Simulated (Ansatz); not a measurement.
**CdTe under changes of volume**

One of the cells (32.922 Å³/atom); the others are scaled copies at fixed shape and fractional positions:

```xyz
2
Lattice="0.0000 3.2050 3.2050 3.2050 0.0000 3.2050 3.2050 3.2050 0.0000" Properties=species:S:1:pos:R:3 pbc="T T T"
Te    4.8075    4.8075    4.8075
Cd    0.0000    0.0000    0.0000
```

* Program: Ansatz 0.2.0
* Functional: revPBE
* Dispersion: D4
* Potentials or basis: Ansatz PAW
* Cutoff: 420 eV (not typed: the program's choice for these potentials)
* k mesh: 7 × 7 × 7
* Occupations: fermi-dirac, width 0.05 eV
* Spin: no spin polarisation

```tsv
volume (Å³/atom)	energy over the lowest point (meV/atom)	pressure (GPa)	gap on the mesh (eV)
30.947	56.25	5.6	1.18
31.605	?	?	?
32.263	20.56	3.2	1.05
32.922	9.79	2.1	0.99
33.580	3.08	1.2	0.92
34.239	0.00	0.3	0.87
34.897	0.14	-0.4	0.81
```

Problem. What does the run at 31.605 Å³/atom give?

Solution. Energy over the lowest point 35.86 meV/atom; pressure 4.3 GPa; gap on the mesh 1.11 eV.

Worked out: A Birch-Murnaghan fit of order 3 (a polynomial in V^(-2/3)) to the other rows has its minimum at 34.53 Å³/atom with B0 = V·E''(V) = 39 GPa and B' = 4.9. It gives 35.86 meV/atom at 31.605 Å³/atom, against the run's 35.86, and -dE/dV = 4.3 GPa, against 4.3. A straight line through the other rows of the gap, of slope -3.08 eV per unit of ln V (its deformation potential), gives 1.11 eV, against the run's 1.11.

Energies are extrapolated to zero smearing.

Caveats: odd divisions of the mesh miss points on the zone boundary, where band edges often lie, so the gap on the mesh can be too wide; spin-orbit coupling is left out, which moves the levels of the heavy elements; the PAW data sets come from PBE, with cores solved anew for the run's functional, which leaves a small shift of forces and pressure.
